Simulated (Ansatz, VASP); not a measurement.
## One calculation of Sb, two programs

```
Sb
1.0
     0.00000    2.38646    2.38646
     2.38646    0.00000    2.38646
     2.38646    2.38646    0.00000
Sb
1
Cartesian
  0.0000 0.0000 0.0000
```

The cell was built by a generator and needn't be a form met in nature.

Alike in both runs: task relaxation of cell and atoms; functional revPBE; k mesh 11 × 11 × 11; occupations fermi-dirac, width 0.1 eV; no spin polarisation.

```csv
,VASP,Ansatz
version,VASP 6.6.1,Ansatz 0.2.0
potentials or method,"VASP PAW PBE potentials, release 64 (Sb)","plane waves (420 eV) with PAW, scalar-relativistic"
plane-wave cutoff (eV),600,420
valence electrons in the cell,5,15
```

```csv
,VASP,Ansatz,Ansatz less VASP
relaxed volume (Å³/atom),27.79,27.89,+0.108
relaxed cell length with the largest relative difference (Å),3.400,3.404,+0.0044
energy change over the relaxation (meV/atom),-2,-3,-0.8
```

The two sets of potentials don't hold the same shells in valence.

Caveats: the PAW data sets were made with another functional, which shifts forces and pressure a little (VASP). The runs have no spin-orbit coupling, so splittings on Sb are missing.
